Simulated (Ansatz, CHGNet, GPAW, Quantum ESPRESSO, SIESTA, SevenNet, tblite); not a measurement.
## Finding the fault: SIESTA, generalised stacking fault on (111) (glide set) of a GaP-AlP solid solution (72 atoms)

Program: SIESTA 5.4.2, a calculation on a cell of 18 Al, 36 P and 18 Ga, 20.5 Å³ an atom.

File input.fdf:

```
SystemLabel cell
NumberOfAtoms 72
NumberOfSpecies 3
%block ChemicalSpeciesLabel
  1 13 Al
  2 15 P
  3 31 Ga
%endblock ChemicalSpeciesLabel
LatticeConstant 1.0 Ang
%block LatticeVectors
  6.68331 0.00000 0.00000
  0.00000 11.57583 0.00000
  2.22775 0.00000 19.10326
%endblock LatticeVectors
PAO.BasisSize DZP
PAO.EnergyShift 0.01 Ry
XC.Functional GGA
XC.Authors PBE
MeshCutoff 300
%block kgrid_Monkhorst_Pack
  1 0 0 0.0
  0 1 0 0.0
  0 0 1 0.0
%endblock kgrid_Monkhorst_Pack
SolutionMethod diagon
OccupationFunction FD
ElectronicTemperature 580 K
SCF.Mixer.Method Pulay
SCF.Mixer.Weight 0.05
SCF.Mixer.History 8
SCF.Mix Hamiltonian
MaxSCFIterations 60
SCF.DM.Tolerance 1e-04
SCF.H.Tolerance 1.0e-3 eV
WriteForces T
Write.HirshfeldPop T
Write.VoronoiPop T
Write.DM F
Write.H F
XML.Write F
AtomicCoordinatesFormat Fractional
%block AtomicCoordinatesAndAtomicSpecies
  0.49145 0.16431 0.02009 1
  0.45675 0.16787 0.14487 2
  0.76548 0.16572 0.18579 3
  0.72817 0.16438 0.30691 2
  0.99579 0.00043 0.01995 3
  0.94437 0.99960 0.14477 2
  0.27050 0.00024 0.18607 1
  0.22436 0.99906 0.30921 2
  0.54591 0.00040 0.35110 3
  0.51132 0.99844 0.47452 2
[... 58 atom lines left out ...]
  0.88830 0.49849 0.84571 3
  0.84075 0.49911 0.97337 2
  0.88682 0.83091 0.84356 1
  0.84487 0.83067 0.96998 2
%endblock AtomicCoordinatesAndAtomicSpecies
```

Started as:

```console
OMP_NUM_THREADS=1 mpirun -np 2 siesta < input.fdf > output.txt
```

What it wrote:

```text
Version         : 5.4.2
reinit: System Name:
reinit: System Label: cell
initatom: Reading input for the pseudopotentials and atomic orbitals ----------
Species number:   1 Atomic number:   13 Label: Al
Species number:   2 Atomic number:   15 Label: P
Species number:   3 Atomic number:   31 Label: Ga
Ground state valence configuration (from tables):   3s02  3p01  3d00  4f00
Ground state valence configuration (from tables):   3s02  3p03  3d00  4f00
Ground state valence configuration (from tables):   4s02  4p01  4d00  4f00
---- Processing specs for species: Al
GGA--PBE XC_GGA_X_PBE--XC_GGA_C_PBE pb
---- Processing specs for species: P
GGA--PBE XC_GGA_X_PBE--XC_GGA_C_PBE pb
---- Processing specs for species: Ga
GGA--PBE XC_GGA_X_PBE--XC_GGA_C_PBE pb
Semicore shell(s) with 10 electrons included in the valence for Ga
Semicore shell(s): 3d
Fallback to non-perturbative polarization scheme for Ga
Please see the manual if this is not desired in principle
Al pseudopotential only contains V_ls up to l=2 -- lmxkb reset.
P pseudopotential only contains V_ls up to l=2 -- lmxkb reset.
Ga pseudopotential only contains V_ls up to l=2 -- lmxkb reset.
Using PAO.SplitTailNorm
%block ChemicalSpeciesLabel
    1   13 Al                      # Species index, atomic number, species label
    2   15 P                       # Species index, atomic number, species label
    3   31 Ga                      # Species index, atomic number, species label
%endblock ChemicalSpeciesLabel
%block PAO.Basis                 # Define Basis set
Al                    2                    # Species label, number of l-shells
 n=3   0   2                         # n, l, Nzeta
   6.130      4.449
   1.000      1.000
 n=3   1   2 P   1                   # n, l, Nzeta, Polarization, NzetaPol
   7.969      5.883
[...]
P                     2                    # Species label, number of l-shells
 n=3   0   2                         # n, l, Nzeta
[...]
n=3   1   2 P   1                   # n, l, Nzeta, Polarization, NzetaPol
[...]
Ga                    4                    # Species label, number of l-shells
 n=4   0   2                         # n, l, Nzeta
[...]
n=4   1   2                         # n, l, Nzeta
   7.969      5.866
   1.000      1.000
 n=3   2   1                         # n, l, Nzeta
   3.094
   1.000
 n=4   2   1                         # n, l, Nzeta
   7.969
   1.000
%endblock PAO.Basis
coor:   Atomic-coordinates input format  =     Fractional
*************************************************************
ERROR
FDF module: fdf_physical:  no unit specified for MeshCutoff
     File: fdf.F90
     Line:  2144
*************************************************************
STOP Stopping Program
siesta: System type = bulk
initatomlists: Number of atoms, orbitals, and projectors:     72  1026  1296
siesta: ******************** Simulation parameters ****************************
ERROR
FDF module: fdf_physical:  no unit specified for MeshCutoff
     File: fdf.F90
     Line:  2144
*************************************************************
Note: The following floating-point exceptions are signalling: IEEE_INVALID_FLAG IEEE_OVERFLOW_FLAG
STOP Stopping Program
f the parameters of the simulation.
```

The job ended after 1.1 s (2 MPI ranks of Arm Neoverse V1, shared host; peak memory 0.25 GiB).

Banners, paths, timers and routine set-up lines are dropped from the logs unmarked, and long logs keep their key lines alone; longer cuts are marked.

**Question.** Which part of the input is at fault, and how is it mended?

A unit left out: MeshCutoff 300 Ry written as MeshCutoff 300. Mend: write MeshCutoff 300 Ry in place of MeshCutoff 300.

The program stopped at the start.

[Also dropped from logs without a mark: logging warnings of Python, and SIESTA's first energy breakdown and zero terms.]

[Logs are printed without paths, hosts, clocks, repeated set-up lines and the standing remarks that a program may print on its own settings, such as how far it seeks lower states.]

[Hosts, paths, dates, database ids (printed as entryN), source tags and the programs' standing remarks are cut or masked in the printed files.]
